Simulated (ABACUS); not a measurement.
# Pt (P6_3/mmc) in ABACUS: notebook, part 3 of 3

ABACUS 3.10.1.

## (4) Relaxation of cell and atoms, PBE, target pressure 30 GPa, at which the enthalpy is minimised

Contents of run_abacus.py:

```python
"""ABACUS run from a structure file: ASE reads it, the script writes STRU, KPT and INPUT."""
import re
import subprocess
import spglib
from ase import Atoms
from ase.io import read
from ase.units import Bohr

atoms = read("Pt.cif")
cell, frac, numbers = spglib.standardize_cell((atoms.cell[:], atoms.get_scaled_positions(), atoms.numbers), to_primitive=True, symprec=1e-4)
atoms = Atoms(numbers=numbers, cell=cell, scaled_positions=frac, pbc=True)  # the primitive cell
atoms = atoms[(-atoms.numbers).argsort(kind="stable")]  # ABACUS lists atoms element by element
pseudo = {'Pt': 'Pt.upf'}
orbital = {}
magmoms = None
kmesh = [8, 8, 4]
params = {
    'suffix': 'Pt',
    'calculation': 'cell-relax',
    'basis_type': 'pw',
    'pseudo_dir': './',
    'symmetry': 1,
    'dft_functional': 'pbe',
    'ecutwfc': 84,
    'pseudo_rcut': 7,
    'nspin': 1,
    'nbands': 22,
    'ks_solver': 'dav',
    'smearing_method': 'fd',
    'smearing_sigma': 0.00367493,
    'scf_thr': 1e-08,
    'scf_nmax': 100,
    'mixing_type': 'broyden',
    'mixing_beta': 0.7,
    'cal_force': 1,
    'cal_stress': 1,
    'relax_nmax': 60,
    'force_thr_ev': 0.005,
    'relax_method': 'cg',
    'out_stru': 1,
    'stress_thr': 1,
    'press1': 300,
    'press2': 300,
    'press3': 300,
    'kpar': 4,
}

symbols = atoms.get_chemical_symbols()
elements = list(dict.fromkeys(symbols))
lines = ["ATOMIC_SPECIES"] + [f"{e} {atoms.get_masses()[symbols.index(e)]:.4f} {pseudo[e]}" for e in elements]
if orbital:
    lines += ["", "NUMERICAL_ORBITAL"] + [orbital[e] for e in elements]
lines += ["", "LATTICE_CONSTANT", f"{1 / Bohr:.10f}", "", "LATTICE_VECTORS"]
lines += [" ".join(f"{x:.10f}" for x in v) for v in atoms.cell]
lines += ["", "ATOMIC_POSITIONS", "Direct"]
for e in elements:
    lines += ["", e, "0.0", str(symbols.count(e))]
    for i, p in enumerate(atoms.get_scaled_positions(wrap=False)):
        if symbols[i] == e:
            mag = "" if magmoms is None else " mag " + " ".join(str(x) for x in (magmoms[i] if isinstance(magmoms[i], list) else [magmoms[i]]))
            lines.append(" ".join(f"{x:.10f}" for x in p) + " 1 1 1" + mag)
open("STRU", "w").write("\n".join(lines) + "\n")
open("KPT", "w").write("K_POINTS\n0\nGamma\n%d %d %d 0 0 0\n" % tuple(kmesh))
open("INPUT", "w").write("INPUT_PARAMETERS\n" + "".join(f"{k:<20s}{v}\n" for k, v in params.items()))

done = subprocess.run(['mpirun', '-np', '4', 'abacus'])
if done.returncode:
    raise SystemExit(done.returncode)
log = open("OUT.Pt/running_cell-relax.log").read()
print("final energy (eV):", re.findall(r"FINAL_ETOT_IS (\S+)", log))
```

Contents of Pt.cif:

```cif
data_Pt
_cell_length_a 2.76066562
_cell_length_b 2.76066562
_cell_length_c 4.79213400
_cell_angle_alpha 90.00000000
_cell_angle_beta 90.00000000
_cell_angle_gamma 120.00000000
_space_group_name_H-M_alt 'P6_3/mmc'
_space_group_name_Hall '-P 6c 2c'
_space_group_IT_number 194
loop_
_space_group_symop_operation_xyz
'x,y,z'
'-x,-y,-z'
'x-y,x,z+1/2'
'-x+y,-x,-z+1/2'
'-y,x-y,z'
'y,-x+y,-z'
'-x,-y,z+1/2'
'x,y,-z+1/2'
'-x+y,-x,z'
'x-y,x,-z'
'y,-x+y,z+1/2'
'-y,x-y,-z+1/2'
'-y,-x,-z+1/2'
'y,x,z+1/2'
'-x,-x+y,-z'
'x,x-y,z'
'-x+y,y,-z+1/2'
'x-y,-y,z+1/2'
'y,x,-z'
'-y,-x,z'
'x,x-y,-z+1/2'
'-x,-x+y,z+1/2'
'x-y,-y,-z'
'-x+y,y,z'
loop_
_atom_site_label
_atom_site_type_symbol
_atom_site_symmetry_multiplicity
_atom_site_Wyckoff_symbol
_atom_site_fract_x
_atom_site_fract_y
_atom_site_fract_z
_atom_site_occupancy
Pt1 Pt 2 c 0.3333333333 0.6666666667 0.2500000000 1
```

Potentials or basis: PseudoDojo NC SR 0.4.1 PBE standard, plane waves.

Command:

```bash
$ OMP_NUM_THREADS=1 python run_abacus.py > log
```

running log:

```text
ABACUS v3.10.1

               Atomic-orbital Based Ab-initio Computation at UStc

 ------------------------------------------------------------------------------------

 READING GENERAL INFORMATION
                           global_out_dir = OUT.Pt/
                           global_in_card = INPUT
                               pseudo_dir = ./
                              orbital_dir =
                                    DSIZE = 4
                                    GSIZE = 1

 READING UNITCELL INFORMATION
                                    ntype = 1
                  lattice constant (Bohr) = 1.88973
              lattice constant (Angstrom) = 1

 READING ATOM TYPE 1
                               atom label = Pt
                      L=0, number of zeta = 1
                      L=1, number of zeta = 1
                      L=2, number of zeta = 1
             number of atom for this type = 2

                        TOTAL ATOM NUMBER = 2
DIRECT COORDINATES
    atom                   x                   y                   z     mag                  vx                  vy                  vz
taud_Pt1            0.3333333333        0.6666666667        0.2500000000  0.0000        0.0000000000        0.0000000000        0.0000000000
taud_Pt2            0.6666666667        0.3333333333        0.7500000000  0.0000        0.0000000000        0.0000000000        0.0000000000

                          Volume (Bohr^3) = 213.444
                             Volume (A^3) = 31.6291

 Lattice vectors: (Cartesian coordinate: in unit of a_0)
             +2.76067                  +0                  +0
             -1.38033            +2.39081                  +0
                   +0                  +0            +4.79213
 Reciprocal vectors: (Cartesian coordinate: in unit of 2 pi/a_0)
            +0.362231           +0.209134                  -0
                   -0           +0.418269                  -0
                   +0                  -0           +0.208675
 The esolver type has been set to : ksdft_pw

                PAO radial cut off (Bohr) = 7

 Read in pseudopotential file is Pt.upf
                     pseudopotential type = NC
          exchange-correlation functional = PBE
                 nonlocal core correction = 1
                        valence electrons = 18
                                     lmax = 3
                           number of zeta = 4
                     number of projectors = 8
                           L of projector = 0
                           L of projector = 0
                           L of projector = 1
                           L of projector = 1
                           L of projector = 2
                           L of projector = 2
[... 101 lines left out ...]
                       right hand lattice = 1
(for k-lattice: )
                             BRAVAIS TYPE = 4
                     BRAVAIS LATTICE NAME = 04. Hexagonal cell
                                    ibrav = 4
                       right hand lattice = 1
                        ROTATION MATRICES = 24
                               nkstot_ibz = 30
K-POINTS REDUCTION ACCORDING TO SYMMETRY
     IBZ    DIRECT_X    DIRECT_Y    DIRECT_Z  WEIGHT  ibz2bz
       1  0.00000000  0.00000000  0.00000000  0.0039       0
       2 -0.12500000  0.12500000  0.00000000  0.0234       1
       3 -0.25000000  0.25000000  0.00000000  0.0234       2
       4 -0.37500000  0.37500000  0.00000000  0.0234       3
       5  0.50000000  0.50000000  0.00000000  0.0117       4
       6 -0.12500000  0.25000000  0.00000000  0.0234       9
[... 22 lines left out ...]
      29  0.50000000  0.25000000  0.50000000  0.0234     146
      30  0.37500000  0.37500000  0.50000000  0.0234     147

                               nkstot now = 30
[... K-POINTS DIRECT COORDINATES: 30 rows ...]

           k-point number in this process = 8
       minimum distributed K point number = 7
[... stars of the k points ...]

[... K-POINTS CARTESIAN COORDINATES: 8 rows ...]

[... K-POINTS DIRECT COORDINATES: 8 rows ...]

 SETUP PLANE WAVES FOR WAVE FUNCTIONS
     energy cutoff for wavefunc (unit:Ry) = 84
              fft grid for wave functions = [ 32, 32, 54 ]
                    number of plane waves = 4031
                         number of sticks = 199

 PARALLEL PW FOR WAVE FUNCTIONS
     PROC   COLUMNS(POT)             PW
        1            199           4031
 --------------- sum -------------------
        1            199           4031

 SETUP NONLOCAL PSEUDOPOTENTIALS IN PLANE WAVE BASIS
 Pt non-local projectors:
 projector 1 L=0
 projector 2 L=0
 projector 3 L=1
 projector 4 L=1
 projector 5 L=2
 projector 6 L=2
 projector 7 L=3
 projector 8 L=3
      TOTAL NUMBER OF NONLOCAL PROJECTORS = 64

 Init Non-Local PseudoPotential table :
 Init Non-Local-Pseudopotential done.

                                     npwx = 2829

 Make real space PAO into reciprocal space.
       max mesh points in Pseudopotential = 701
     dq(describe PAO in reciprocal space) = 0.01
                                    max q = 1841

 number of pseudo atomic orbitals for Pt is 4
WARNING: norm of atomic wavefunction # 3 of atomic type Pt is 0.999881, renormalized
WARNING: norm of atomic wavefunction # 4 of atomic type Pt is 0.997439, renormalized

 -------------------------------------------
 STEP OF RELAXATION : 1
 -------------------------------------------
                                 init_chg = atomic

 PW ALGORITHM --------------- ION=   1  ELEC=   1--------------------------------
 Notice: Threshold on eigenvalues was too large.
 hsover_error=0.36 > DRHO=0.157735
 Origin diag ethr = 0.01
 New diag ethr = 0.000438154
[... 391 lines left out ...]
 Largest gradient in stress is 136.205230 kbar.
 Threshold is 1.000000 kbar.

 Relaxation is not converged yet!
Too many Brent steps, let's do next CG step
DIRECT COORDINATES
    atom                   x                   y                   z     mag                  vx                  vy                  vz
taud_Pt1            0.3333333333        0.6666666667        0.2500000000  0.0000        0.0000000000        0.0000000000        0.0000000000
taud_Pt2            0.6666666667        0.3333333333        0.7500000000  0.0000        0.0000000000        0.0000000000        0.0000000000

                          Volume (Bohr^3) = 161.431949
                             Volume (A^3) = 23.921718
[... 1602 lines left out ...]
 Largest gradient in stress is 0.533762 kbar.
 Threshold is 1.000000 kbar.

 Relaxation is converged!

 --------------------------------------------
 !FINAL_ETOT_IS -7106.8316796609460653 eV
 --------------------------------------------
```

STRU:

```text
ATOMIC_SPECIES
Pt 195.0840 Pt.upf

LATTICE_CONSTANT
1.8897261258

LATTICE_VECTORS
2.7606656200 0.0000000000 0.0000000000
-1.3803328100 2.3908065583 0.0000000000
0.0000000000 0.0000000000 4.7921340000

ATOMIC_POSITIONS
Direct

Pt
0.0
2
0.3333333333 0.6666666667 0.2500000000 1 1 1
0.6666666667 0.3333333333 0.7500000000 1 1 1
```

Wall time 97 s (4 MPI ranks of Intel Xeon Platinum 8488C (Sapphire Rapids), shared host); peak memory 0.36 GiB.

Results:

```
Free energy                                            : -7106.8317 eV
Relaxed volume                                         : 14.29 Å³/atom
Relaxed cell                                           : a = 2.696 Å, b = 2.696 Å, c = 4.541 Å, α = 90.00°, β = 90.00°, γ = 120.00°
Space group after relaxing (to 0.05 Å)                 : P6_3/mmc (No. 194)
Energy change on relaxing (the enthalpy is what falls) : +118.0 meV/atom
Ionic steps                                            : 20
Pressure after relaxing                                : 30.0 GPa
Band gap on the k mesh                                 : none (metal or under the smearing width)
```

Step by step:
```csv
step,energy change (eV),largest force (eV/Å),pressure (GPa),volume (Å³)
1,0.0000,0.0000,-0.98,31.63
2,10.0853,0.0000,432.41,19.22
3,0.0463,0.0000,11.99,30.16
4,0.1302,0.0000,21.08,29.33
5,2.4596,0.0000,138.86,23.92
6,0.3905,0.0000,40.61,27.89
7,0.3422,0.0000,37.46,28.09
8,0.2563,0.0000,31.57,28.49
9,0.2339,0.0000,29.90,28.60
10,0.2342,0.0000,29.97,28.60
11,0.2360,0.0000,30.06,28.58
12,0.2348,0.0000,29.96,28.59
13,0.2320,0.0000,29.78,28.61
14,0.2326,0.0000,29.76,28.60
15,0.2342,0.0000,29.84,28.59
16,0.2347,0.0000,29.91,28.59
17,0.2364,0.0000,30.04,28.58
18,0.2361,0.0000,29.99,28.58
19,0.2353,0.0000,29.94,28.59
20,0.2360,0.0000,29.99,28.58
```

Final structure:
```cif
data_structure
_symmetry_space_group_name_H-M 'P 1'
_symmetry_Int_Tables_number 1
_cell_length_a 2.6960
_cell_length_b 2.6960
_cell_length_c 4.5409
_cell_angle_alpha 90.000
_cell_angle_beta 90.000
_cell_angle_gamma 120.000
_cell_volume 28.58
loop_
_atom_site_label
_atom_site_type_symbol
_atom_site_fract_x
_atom_site_fract_y
_atom_site_fract_z
_atom_site_occupancy
Pt1 Pt 0.33333 0.66667 0.25000 1
Pt2 Pt 0.66667 0.33333 0.75000 1
```

## (5) The runs side by side

```tsv
cell	gap on the mesh (eV)	pressure (GPa)
relaxed to 10 GPa	none	10.0
relaxed to 20 GPa	none	20.0
relaxed to 30 GPa	none	30.0
```

Alike in all rows: task relaxation of cell and atoms; level PBE; potentials or basis PseudoDojo NC SR 0.4.1 PBE standard, plane waves; no spin polarisation; k mesh 8 × 8 × 4; cutoff (eV) 1143; smearing fermi-dirac 0.05 eV.

Absolute energies hang on the potentials; compare differences alone.
